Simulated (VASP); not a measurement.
Sn2O: single point with r2SCAN

The system is Sn2O.

```
CELL_PARAMETERS angstrom
5.79593 0.00000 0.00000
0.00000 5.79593 0.00000
0.00000 0.00000 3.73316
ATOMIC_POSITIONS crystal
Sn 0.30600 0.30600 0.00000
Sn 0.19400 0.80600 0.50000
Sn 0.69400 0.69400 0.00000
Sn 0.80600 0.19400 0.50000
O 0.00000 0.00000 0.00000
O 0.50000 0.50000 0.50000
```

The cell was built by a generator and needn't be a form met in nature.

```
Program                : VASP 6.6.1
Task                   : single point
Functional             : r2SCAN
Potentials or basis    : VASP PAW PBE potentials, release 64 (Sn_d, O)
Cutoff                 : 520 eV
k mesh                 : 4 × 4 × 6
Occupations            : gaussian, width 0.1 eV
Spin                   : no spin polarisation
Dipole correction      : no
Further INCAR settings : ALGO = Normal; EDIFF = 1e-07; NBANDS = 43
```

```
Pressure               : 1.1 GPa
Largest force          : 0.477 eV/Å
Band gap on the k mesh : none (metal or under the smearing width)
```

Forces on the atoms (eV/Å):
```
Sn  -0.337 -0.337  0.000
Sn   0.337 -0.337  0.000
Sn   0.337  0.337  0.000
Sn  -0.337  0.337  0.000
O    0.000  0.000  0.000
O    0.000  0.000  0.000
```

Stress tensor (GPa, compression positive):
```
1.57 0.00 0.00
0.00 1.57 0.00
0.00 0.00 0.09
```

Levels at points of the mesh, in eV from the Fermi level:
```csv
k point,band 30,band 31,band 32,band 33,band 34,band 35,band 36,band 37,band 38,band 39
"(0.00, 0.00, 0.00)",-4.42,-3.93,-1.14,-1.11,-1.11,1.35,1.35,1.80,3.31,3.86
"(0.50, 0.00, 0.00)",-4.30,-2.13,-2.13,-1.35,-1.35,1.59,1.59,3.33,3.33,4.24
"(0.50, 0.50, 0.00)",-4.75,-1.88,-1.88,1.17,1.17,1.47,1.47,1.54,1.54,3.13
"(0.00, 0.00, 0.50)",-3.38,-2.82,-2.82,-0.91,-0.91,-0.35,-0.35,1.09,1.09,3.09
"(0.50, 0.00, 0.50)",-5.33,-2.10,-2.10,-1.35,-1.35,0.92,0.92,2.24,2.24,2.41
"(0.50, 0.50, 0.50)",-3.00,-2.62,-2.62,-1.68,-1.68,-0.40,-0.40,2.78,2.78,4.90
```

Wall time 5 min on 1 thread of Intel(R) Xeon(R) Platinum 8488C (Sapphire Rapids), with other jobs on the host, peak memory 0.3 GiB.

Caveat: the PAW data sets were made with another functional, which shifts forces and pressure a little.
